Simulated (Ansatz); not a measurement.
GaN: the change of least direct gap with volume per atom

All results are calculated (Ansatz 0.2.0). Band levels at named k points (names of the unstrained cell) at fixed atoms, from the valence top (v1 top filled band, c1 lowest empty), gap the least over mesh, points and any path between them, spin-unpolarised plane waves, DDH-PBE0 mixes 1/eps_inf of exact exchange.

Cell of the first row (space group F-43m, No. 216):
```
cell vectors (Å)
   0.0000     2.1590     2.1590
   2.1590     0.0000     2.1590
   2.1590     2.1590     0.0000
atoms (fractions of the cell vectors)
Ga  0.00000  0.00000  0.00000
N   0.25000  0.25000  0.25000
```

Settings of every row: periodic directions 3; functional r2SCAN; spin orbit yes; potentials PAW; wave cutoff 500 eV; k mesh 10x10x10; smearing width 0 eV.

Point:
```csv
name,a (fraction of the reciprocal vector),b (fraction of the reciprocal vector),c (fraction of the reciprocal vector)
Gamma,0,0,0
X,-0.5,-0.5,0
U,-0.375,-0.375,0.25
K,-0.375,0,0.375
L,0,0,0.5
W,-0.5,-0.25,0.25
```

Limits: semilocal functionals tend to give too small a gap.

```csv
row,volume per atom (Å³),least direct gap (eV),band gap (eV)
1,10.064,2.988,2.988
2,10.381,2.78,2.78
3,10.706,?,?
4,11.037,2.368,2.368
5,11.375,2.165,2.165
6,11.719,1.964,1.964
7,12.071,1.766,1.766
```

Question: what least direct gap should row 3 give?

Worked fit of least direct gap. Take t = volume per atom − 11, in Å³. The shown rows have t = -0.936, -0.619, 0.037, 0.375, 0.719, 1.071. Least squares give least direct gap = 2.3906 − 0.61254 × t + 0.02734 × t² eV; a straight line predicts inner rows, each left out in turn, worse (root mean square 0.011 against 0.00035 eV). All shown rows lie on it to the printed digit. The withheld row has t = -0.294, so the fit gives 2.3906 − 0.61254 × (-0.294) + 0.02734 × (-0.294)² = 2.573 eV.

The calculation gave 2.573 eV. The fit meets it to the printed digit.

The other values of row 3: band gap 2.573 eV.
